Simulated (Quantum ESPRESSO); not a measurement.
# Bi in Quantum ESPRESSO: work function with PBE

Aim: the work function of Bi with PBE.

Everything below comes from runs of Quantum ESPRESSO 7.5. Logs are shortened: lines on timing, memory, paths and dates and some standing lists are left out, and cuts for length are marked.

## Step 1: The structure

The cell holds a slab with vacuum, 6 atoms: a = 4.526 Å, b = 4.658 Å, c = 21.527 Å, α = 90.00°, β = 90.00°, γ = 90.00°.

## Step 2: Work function, PBE

File pw.in:

```
&CONTROL
  calculation = 'scf'
  prefix = 'pwscf'
  outdir = './tmp'
  pseudo_dir = './pseudo'
  tprnfor = .true.
  disk_io = 'low'
  tefield = .true.
  dipfield = .true.
/
&SYSTEM
  ibrav = 0
  nat = 6
  ntyp = 1
  ecutwfc = 66
  nbnd = 58
  occupations = 'smearing'
  smearing = 'fd'
  degauss = 0.00367493
  edir = 3
  emaxpos = 0.9768
  eopreg = 0.0465
  eamp = 0
/
&ELECTRONS
  conv_thr = 6d-09
  electron_maxstep = 150
  mixing_beta = 0.3
  mixing_mode = 'local-TF'
/
ATOMIC_SPECIES
Bi   208.9804 Bi.upf
CELL_PARAMETERS angstrom
   4.5263885800    0.0000000000    0.0000000000
   0.0000000000    4.6584121839    0.0000000000
   0.0000000000    0.0000000000   21.5274874638
ATOMIC_POSITIONS crystal
Bi     0.7500000000    0.1571351754    0.3483917950
Bi     0.2500000000    0.6556953391    0.3491136348
Bi     0.7500000000    0.1214990508    0.4995946285
Bi     0.2500000000    0.6200592145    0.5003164683
Bi     0.7500000000    0.0828666387    0.6508863652
Bi     0.2500000000    0.5814268024    0.6516082050
K_POINTS automatic
6 6 1 0 0 0
```

File pp_density.in:

```
&INPUTPP
  prefix = 'pwscf'
  outdir = './tmp'
  filplot = 'density.dat'
  plot_num = 0
/
&PLOT
  nfile = 1
  filepp(1) = 'density.dat'
  iflag = 3
  output_format = 6
  fileout = 'density.cube'
/
```

File pp_potential.in:

```
&INPUTPP
  prefix = 'pwscf'
  outdir = './tmp'
  filplot = 'potential.dat'
  plot_num = 11
/
&PLOT
  nfile = 1
  filepp(1) = 'potential.dat'
  iflag = 3
  output_format = 6
  fileout = 'potential.cube'
/
```

File pp_elf.in:

```
&INPUTPP
  prefix = 'pwscf'
  outdir = './tmp'
  filplot = 'elf.dat'
  plot_num = 8
/
&PLOT
  nfile = 1
  filepp(1) = 'elf.dat'
  iflag = 3
  output_format = 6
  fileout = 'elf.cube'
/
```

Potentials or basis: PseudoDojo 0.4.1 SR PBE standard.

The run is started by

```console
OMP_NUM_THREADS=1 mpirun -n 2 pw.x -nk 2 -in pw.in > pw.out
OMP_NUM_THREADS=1 mpirun -n 1 pp.x -in pp_density.in > pp_density.out
OMP_NUM_THREADS=1 mpirun -n 1 pp.x -in pp_potential.in > pp_potential.out
OMP_NUM_THREADS=1 mpirun -n 1 pp.x -in pp_elf.in > pp_elf.out
```

pw.out:

```text
This program is part of the open-source Quantum ESPRESSO suite
     for quantum simulation of materials; please cite
         "P. Giannozzi et al., J. Phys.:Condens. Matter 21 395502 (2009);
         "P. Giannozzi et al., J. Phys.:Condens. Matter 29 465901 (2017);
         "P. Giannozzi et al., J. Chem. Phys. 152 154105 (2020);
     in publications or presentations arising from this work. More details at

     Presently no symmetry can be used with electric field

     K-points division:     npool     =       2
     Subspace diagonalization in iterative solution of the eigenvalue problem:
     a serial algorithm will be used

     G-vector sticks info
     --------------------
     sticks:   dense  smooth     PW     G-vecs:    dense   smooth      PW
     Sum        1581    1581    443               221907   221907   33269

     Using Slab Decomposition

     bravais-lattice index     =            0
     lattice parameter (alat)  =       8.5536  a.u.
     unit-cell volume          =    3063.2306 (a.u.)^3
     number of atoms/cell      =            6
     number of atomic types    =            1
     number of electrons       =        90.00
     number of Kohn-Sham states=           58
     kinetic-energy cutoff     =      66.0000  Ry
     charge density cutoff     =     264.0000  Ry
     scf convergence threshold =      6.0E-09
     mixing beta               =       0.3000
     number of iterations used =            8  local-TF  mixing
     Exchange-correlation= PBE
                           (   1   4   3   4   0   0   0)

     celldm(1)=   8.553635  celldm(2)=   0.000000  celldm(3)=   0.000000
     celldm(4)=   0.000000  celldm(5)=   0.000000  celldm(6)=   0.000000

     crystal axes: (cart. coord. in units of alat)
               a(1) = (   1.000000   0.000000   0.000000 )
               a(2) = (   0.000000   1.029168   0.000000 )
               a(3) = (   0.000000   0.000000   4.755996 )

     reciprocal axes: (cart. coord. in units 2 pi/alat)
               b(1) = (  1.000000  0.000000  0.000000 )
               b(2) = (  0.000000  0.971659  0.000000 )
               b(3) = (  0.000000  0.000000  0.210261 )

     PseudoPot. # 1 for Bi read from file:
     Bi.upf
     Pseudo is Norm-conserving + core correction, Zval = 15.0
     Generated using ONCVPSP code by D. R. Hamann
     Using radial grid of 1490 points,  6 beta functions with:
                l(1) =   0
                l(2) =   0
                l(3) =   1
                l(4) =   1
                l(5) =   2
                l(6) =   2

     atomic species   valence    mass     pseudopotential
     Bi               15.00   208.98040     Bi( 1.00)

     No symmetry found

   Cartesian axes

     site n.     atom                  positions (alat units)
         1        Bi     tau(   1) = (   0.7500000   0.1617184   1.6569501  )
         2        Bi     tau(   2) = (   0.2500000   0.6748204   1.6603832  )
         3        Bi     tau(   3) = (   0.7500000   0.1250429   2.3760702  )
         4        Bi     tau(   4) = (   0.2500000   0.6381448   2.3795033  )
         5        Bi     tau(   5) = (   0.7500000   0.0852837   3.0956132  )
         6        Bi     tau(   6) = (   0.2500000   0.5983856   3.0990462  )

     number of k points=    20  Fermi-Dirac smearing, width (Ry)=  0.0037
                       cart. coord. in units 2pi/alat
        k(    1) = (   0.0000000   0.0000000   0.0000000), wk =   0.0555556
        k(    2) = (   0.0000000   0.1619432   0.0000000), wk =   0.1111111
        k(    3) = (   0.0000000   0.3238864   0.0000000), wk =   0.1111111
        k(    4) = (   0.0000000  -0.4858295   0.0000000), wk =   0.0555556
        k(    5) = (   0.1666667   0.0000000   0.0000000), wk =   0.1111111
        k(    6) = (   0.1666667   0.1619432   0.0000000), wk =   0.1111111
[... 12 lines left out ...]
        k(   19) = (  -0.5000000   0.3238864   0.0000000), wk =   0.1111111
        k(   20) = (  -0.5000000  -0.4858295   0.0000000), wk =   0.0555556

     Dense  grid:   221907 G-vectors     FFT dimensions: (  45,  45, 216)

     Initial potential from superposition of free atoms

     starting charge      89.9949, renormalised to      90.0000

     negative rho (up, down):  3.988E-06 0.000E+00

     Adding external electric field

     Computed dipole along edir(3) :
        Dipole                0.0000 Ry au,          0.0000 Debye
        Dipole field          0.0000 Ry au,

        Potential amp.       -0.0000 Ry
        Total length         38.7894 bohr

     Starting wfcs are   54 randomized atomic wfcs +    4 random wfcs

     Self-consistent Calculation

     iteration #  1     ecut=    66.00 Ry     beta= 0.30
     Davidson diagonalization with overlap
     ethr =  1.00E-02,  avg # of iterations =  5.8

     Threshold (ethr) on eigenvalues was too large:
     Diagonalizing with lowered threshold

     Davidson diagonalization with overlap
     c_bands:  1 eigenvalues not converged
     ethr =  2.03E-05,  avg # of iterations = 11.2

     Adding external electric field

     Computed dipole along edir(3) :
        Dipole               -0.0001 Ry au,         -0.0001 Debye
        Dipole field         -0.0000 Ry au,
[... 103 lines left out ...]
     iteration #  8     ecut=    66.00 Ry     beta= 0.30
     Davidson diagonalization with overlap
     ethr =  5.52E-08,  avg # of iterations =  3.5

     negative rho (up, down):  6.055E-06 0.000E+00

     Adding external electric field

     Computed dipole along edir(3) :
        Dipole               -0.0004 Ry au,         -0.0010 Debye
        Dipole field         -0.0000 Ry au,
[... 81 lines left out ...]
        Potential amp.        0.0001 Ry
        Total length         38.7894 bohr

     End of self-consistent calculation

          k = 0.0000 0.0000 0.0000 ( 27697 PWs)   bands (ev):

   -20.7375 -20.6084 -20.6044 -20.5477 -20.5471 -20.5300 -20.5240 -20.4546
   -20.4411 -20.4403 -20.4165 -20.4146 -20.4140 -20.3951 -20.3551 -20.3439
   -20.3389 -20.3361 -20.3321 -20.2972 -20.2577 -20.2569 -20.2533 -20.2524
   -20.2326 -20.2272 -20.2267 -20.1840 -20.1084 -20.1079 -10.5477  -9.8359
    -9.2000  -6.7757  -6.0644  -5.4258  -1.7424  -0.6689  -0.3753   0.0102
     0.3113   0.3612   0.5357   0.8758   2.0503   2.9961   4.3456   5.3408
     5.7466   5.8657   5.8687   6.1221   6.4428   6.4603   6.5814   7.0430
     7.0733   7.1428
[... 190 lines left out ...]
   -20.6269 -20.6269 -20.5315 -20.5315 -20.5002 -20.5001 -20.4634 -20.4634
   -20.4380 -20.4380 -20.4310 -20.4310 -20.3803 -20.3803 -20.3455 -20.3455
   -20.3376 -20.3376 -20.3113 -20.3108 -20.3091 -20.3086 -20.2564 -20.2564
   -20.2518 -20.2518 -20.2168 -20.2167 -20.1899 -20.1899  -8.7611  -8.7611
    -8.0563  -8.0563  -7.4300  -7.4300  -1.8852  -1.8852  -1.1765  -1.1765
    -0.5790  -0.5790   0.1175   0.1176   2.2883   2.2884   5.0078   5.0079
     6.1639   6.1639   6.3155   6.3156   7.0600   7.0601   7.5404   7.5404
     7.7363   7.7363

          k =-0.5000-0.4858 0.0000 ( 27712 PWs)   bands (ev):

   -20.6428 -20.6428 -20.5388 -20.5388 -20.4991 -20.4990 -20.4678 -20.4678
   -20.4475 -20.4475 -20.4312 -20.4312 -20.3767 -20.3766 -20.3525 -20.3525
   -20.3439 -20.3439 -20.3101 -20.3096 -20.3079 -20.3073 -20.2496 -20.2496
   -20.2452 -20.2452 -20.2007 -20.2007 -20.1741 -20.1741  -8.6532  -8.6531
    -7.9485  -7.9485  -7.3217  -7.3217  -2.3908  -2.3908  -1.6854  -1.6854
    -1.0876  -1.0876   0.2065   0.2065   2.4003   2.4003   5.1440   5.1441
     5.7288   5.7289   7.2112   7.2112   7.6766   7.6766   8.4084   8.4084
     8.9983   8.9984

     the Fermi energy is     2.3105 ev

!    total energy              =    -984.54298929 Ry
     estimated scf accuracy    <          1.0E-09 Ry
     smearing contrib. (-TS)   =      -0.00334605 Ry
     internal energy E=F+TS    =    -984.53964324 Ry

     The total energy is F=E-TS. E is the sum of the following terms:
     one-electron contribution =   -3240.40932757 Ry
     hartree contribution      =    1646.83289283 Ry
     xc contribution           =    -259.71310278 Ry
     ewald contribution        =     868.74989428 Ry
     electric field correction =       0.00000000 Ry

     convergence has been achieved in  13 iterations

     Forces acting on atoms (cartesian axes, Ry/au):

     atom    1 type  1   force =    -0.00000000   -0.00125341    0.00293262
     atom    2 type  1   force =    -0.00000028   -0.00203234    0.00292666
     atom    3 type  1   force =     0.00000004   -0.00044241    0.00001985
     atom    4 type  1   force =     0.00000001    0.00029837    0.00018418
     atom    5 type  1   force =     0.00000025    0.00211838   -0.00303026
     atom    6 type  1   force =    -0.00000003    0.00131142   -0.00303305

     Total force =     0.006912     Total SCF correction =     0.000119

=------------------------------------------------------------------------------=
   JOB DONE.
=------------------------------------------------------------------------------=
```

Wall time 12 min (2 MPI ranks of Intel Xeon Platinum 8175M at 2.50GHz (Skylake/Cascade Lake), shared host); peak memory 1.2 GiB.

What came out:

```
Free energy                     : -13395.3898 eV
Largest force                   : 0.095 eV/Å
Band gap on the k mesh          : none (metal or under the smearing width)
Dipole across the slab          : 0.00 D
Work function of the upper face : 4.23 eV
Work function of the lower face : 4.23 eV
```

Forces on the atoms (eV/Å):
```
Bi   0.000 -0.032  0.075
Bi   0.000 -0.052  0.075
Bi   0.000 -0.011  0.001
Bi   0.000  0.008  0.005
Bi   0.000  0.054 -0.078
Bi   0.000  0.034 -0.078
```

Levels at points of the mesh, in eV from the Fermi level:
```csv
k point,band 43,band 44,band 45,band 46,band 47,band 48
"(0.00, 0.00, 0.00)",-1.77,-1.43,-0.26,0.69,2.04,3.03
"(0.00, -0.50, 0.00)",-0.39,-0.37,0.06,0.08,0.12,0.16
"(-0.50, 0.00, 0.00)",-0.32,-0.32,-0.16,-0.16,-0.05,-0.05
"(-0.50, -0.50, 0.00)",-2.10,-2.10,0.09,0.09,2.83,2.83
```

Caveat: spin-orbit coupling is left out, which moves the levels of the heavy elements.
